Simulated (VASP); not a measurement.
# NaI: convergence, self-consistent run

NaI, Fm-3m (no. 225), 2 atoms in the cell. PBE0; PAW potentials I, Na_pv (PBE set). VASP 6.6.1.

Wanted: energy within 0.2 meV/atom; levels at the zone centre within 0.003 eV.

What the run is for: comparing ways to start; Accuracy asked: tight.

Levels at the zone centre: counted from the valence top at that point.

POSCAR:
```
NaI
1.0
    0.0000000000      3.2364000000      3.2364000000
    3.2364000000      0.0000000000      3.2364000000
    3.2364000000      3.2364000000      0.0000000000
I Na
1 1
Direct
    0.5000000000      0.5000000000      0.5000000000
    0.0000000000      0.0000000000      0.0000000000
```

## How the run starts (with a second run first, the time holds both)

| How the run starts (with a second run first, the time holds both) | Energy less reference (meV/atom) | Levels at the zone centre, largest deviation (eV) | Time (s) |
|---|---|---|---|
| from scratch: 19 SCF iterations | 0.00 | 0.0000 | 151 |
| PBE orbitals (WAVECAR): 11 + 8 SCF iterations | 0.00 | 0.0007 | 108 |
| PBE density (CHGCAR): 11 + 13 SCF iterations | 0.00 | 0.0007 | 113 |
| loose PBE orbitals: 9 + 8 SCF iterations | 0.00 | 0.0007 | 103 |
| coarse exchange grid first: 11 + 5 + 6 SCF iterations | 0.00 | 0.0001 | 105 |

## Question

For each series: keep the first row unless others stay within half of the tolerance and take at least 30 % less time, and then take the fastest.

## Answer

- How the run starts (with a second run first, the time holds both): loose PBE orbitals: 9 + 8 SCF iterations

## All choices together

| Input | Energy less reference (meV/atom) | Levels at the zone centre, largest deviation (eV) | Time (s) |
|---|---|---|---|
| chosen settings | 0.00 | 0.0007 | 103 |
| reference settings throughout | 0.00 | 0.0000 | 151 |

The tolerance is met.

Values of the reference run: Levels at the zone centre: 0, 0, 5.354 eV from the valence top at Gamma.

## The input

INCAR.step1:
```
SYSTEM = NaI
ISMEAR = 0
SIGMA = 0.03
LWAVE = .True.
LCHARG = .True.
ISIF = 2
PREC = Accurate
LASPH = .True.
LREAL = .False.
ALGO = Normal
EDIFF = 0.001
NELM = 120
GGA_COMPAT = .False.
ENCUT = 400
EFERMI = MIDGAP
GGA = PE
```

INCAR.step2:
```
SYSTEM = NaI
GGA = PE
LHFCALC = .True.
AEXX = 0.25
ISMEAR = 0
SIGMA = 0.03
LWAVE = .False.
LCHARG = .False.
ISIF = 2
PREC = Accurate
LASPH = .True.
LREAL = .False.
ALGO = Normal
EDIFF = 1E-6
NELM = 120
GGA_COMPAT = .False.
ENCUT = 400
EFERMI = MIDGAP
PRECFOCK = Normal
ISTART = 1
```

KPOINTS:
```
k-points
0
Gamma
  4 4 4
```

Commands (each step's output is kept before the next begins):
```
cat potpaw_PBE.64/I/POTCAR potpaw_PBE.64/Na_pv/POTCAR > POTCAR
cp INCAR.step1 INCAR
mpirun -np 1 vasp_std > vasp.out
cp INCAR.step2 INCAR
mpirun -np 1 vasp_std > vasp.out
```

The chosen input took VASP 6.6.1 103 s on 1 core (Intel Xeon Platinum 8488C (Sapphire Rapids)), a shared host.
